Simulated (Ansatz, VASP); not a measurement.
## One calculation of La, two programs

The input INCAR:

```
SYSTEM = La
PREC = Accurate
ENCUT = 520
EDIFF = 1E-7
ISMEAR = -1
SIGMA = 0.05
LREAL = .FALSE.
LASPH = .TRUE.
NELM = 100
ALGO = Normal
ISIF = 2
LWAVE = .FALSE.
LCHARG = .FALSE.
NBANDS = 12
```

KPOINTS

```
regular mesh
0
G
  9 9 9
  0 0 0
```

The input POSCAR:

```
La
1.0
   -2.1095767417      2.1095767417      2.1095767417
    2.1095767417     -2.1095767417      2.1095767417
    2.1095767417      2.1095767417     -2.1095767417
La
1
Direct
    0.0000000000      0.0000000000      0.0000000000
```

input.yaml

```yaml
crystal:
  lattice:
    - [-2.1095767417, 2.1095767417, 2.1095767417]
    - [2.1095767417, -2.1095767417, 2.1095767417]
    - [2.1095767417, 2.1095767417, -2.1095767417]
  atoms:
    - { symbol: La, position: [0.0, 0.0, 0.0] }
hamiltonian:
  xc: lda
  pseudopotentials: { kind: paw }
kpoints:
  mp_grid: { grid: [9, 9, 9] }
scf:
  occupations: { method: fermi_dirac, width: 0.05 }
output:
  forces: true
  stress: true
  eigenvalues: true
  write_density: true
  write_potential: true
  elf: true
  volumetric_format: npy
```

This isn't the form of La at room conditions, which is double hcp.

Alike in both runs: task single point; functional LDA; k mesh 9 × 9 × 9; occupations fermi-dirac, width 0.05 eV; no spin polarisation.

|  | VASP | Ansatz |
| --- | --- | --- |
| version | VASP 6.6.1 | Ansatz 0.2.0 |
| potentials or method | VASP PAW LDA potentials, release 64 (La) | Ansatz PAW |
| plane-wave cutoff (eV) | 520 | 420 |
| valence electrons in the cell | 11 | 11 |

VASP gave:

```
gap on the k mesh at the Fermi level (eV) : none
pressure (GPa)                            : -3.5
```

Q: Estimate Ansatz's values.

A: gap on the k mesh at the Fermi level (eV): none; pressure (GPa): -3.4.

A gap of «none» marks a metal or a gap that the smearing closes.

Caveats: the PAW data sets come from PBE, with cores solved anew for the run's functional, which leaves a small shift of forces and pressure (Ansatz). Spin-orbit coupling is left out, which matters for the levels of La.
